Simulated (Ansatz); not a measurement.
Space group F-43m (No. 216). a = 5.178 Å, b = 5.178 Å, c = 5.178 Å, α = 90.00°, β = 90.00°, γ = 90.00°
```tsv
atom	site	symmetry	x	y	z
Be	4a	-43m	0.0000	0.0000	0.0000
Se	4d	-43m	0.2500	0.2500	0.7500
```

Equation of state of this BeSe structure (not necessarily the ground state), with shape and atoms relaxed at each volume where symmetry leaves them free. Method: DFT PBE, scalar-relativistic, plane waves, PAW (Ansatz 0.2.0).

Plane waves to 420 eV, a k mesh through Γ of 8×8×8 on the computed 2-atom cell and Gaussian smearing (0.02 eV); no spin polarisation.

```csv
V (Å³/atom),E − E(largest V) (meV/atom),P (GPa),gap on mesh (eV)
15.268,37.44,12.32,2.37
15.789,3.75,8.52,2.46
16.310,-18.48,5.25,2.54
16.830,-30.86,2.44,2.61
17.351,-34.73,0.01,2.67
17.871,-31.27,-2.09,2.73
18.392,-21.46,-3.90,2.79
19.086,0.00,-5.94,2.85
```

Task: Fit a third-order Birch–Murnaghan equation to E(V).

Result: V0 = 17.35 Å³/atom, B0 = 75 GPa, B0' = 3.9.